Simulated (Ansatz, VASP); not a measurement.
## One calculation of PtS2, two programs

INCAR

```
PREC     = Accurate       # precision mode
ENCUT    = 520            # plane-wave cutoff, eV
EDIFF    = 1E-6           # SCF threshold, eV
ISMEAR   = 0              # smearing method
SIGMA    = 0.01           # smearing width, eV
LREAL    = F              # projectors in reciprocal space
LASPH    = T              # aspherical terms in the spheres
NELM     = 100            # most SCF steps
ALGO     = Normal         # electronic algorithm
ISIF     = 2              # what is computed and relaxed
LWAVE    = F              # write WAVECAR
LCHARG   = F              # write CHGCAR
GGA      = PE             # functional
NBANDS   = 18             # bands
```

File KPOINTS:

```
regular mesh
0
Gamma
  6 6 6
```

File POSCAR:

```
PtS2
1.0
    1.7644429029      1.0187015850      5.5230462153
   -1.7644429029      1.0187015850      5.5230462153
    0.0000000000     -2.0374031699      5.5230462153
Pt S
1 2
Direct
    0.0000000000      0.0000000000      0.0000000000
    0.2583047871      0.2583047871      0.2583047871
    0.7416952129      0.7416952129      0.7416952129
```

Input for Ansatz:

```yaml
crystal:
  lattice:
    - [1.7644429029, 1.018701585, 5.5230462153]
    - [-1.7644429029, 1.018701585, 5.5230462153]
    - [0.0, -2.0374031699, 5.5230462153]
  atoms:
    - { symbol: Pt, position: [0.0, 0.0, 0.0] }
    - { symbol: S, position: [0.2583047871, 0.2583047871, 0.2583047871] }
    - { symbol: S, position: [0.7416952129, 0.7416952129, 0.7416952129] }
kpoints:
  mp_grid: { grid: [6, 6, 6] }
hamiltonian:
  xc: pbe
scf:
  occupations: { method: fixed }
  n_extra_bands: 4
output:
  forces: true
  stress: true
  eigenvalues: true
```

The cell was built by a generator and needn't be a form met in nature.

Alike in both runs: task single point; functional PBE; k mesh 6 × 6 × 6; no spin polarisation.

|  | VASP | Ansatz |
| --- | --- | --- |
| version | VASP 6.6.1 | Ansatz 0.2.0 |
| potentials or method | VASP PAW PBE potentials, release 64 (Pt, S) | plane waves, PAW |
| plane-wave cutoff (eV) | 520 | 420 |
| occupations | gaussian, width 0.01 eV | fixed |
| valence electrons in the cell | 22 | 30 |

Ansatz gave:

```
gap on the k mesh at the Fermi level (eV)       : 1.32
pressure (GPa)                                  : 3.5
largest component of the traceless stress (GPa) : 1.01
rms of the force components (eV/Å)              : 0.021
```

Task: What did VASP give for the same quantities?

Result: gap on the k mesh at the Fermi level (eV): 1.32; pressure (GPa): 3.1; largest component of the traceless stress (GPa): 0.90; rms of the force components (eV/Å): 0.003.

Atom by atom the forces differ by 0.019 eV/Å (rms over components). The two sets of potentials don't hold the same shells in valence.

Caveats: spin-orbit coupling is left out, which moves the levels of the heavy elements. A k mesh can miss the band edges. A hybrid or GW would open this gap; PBE tends to underestimate it.
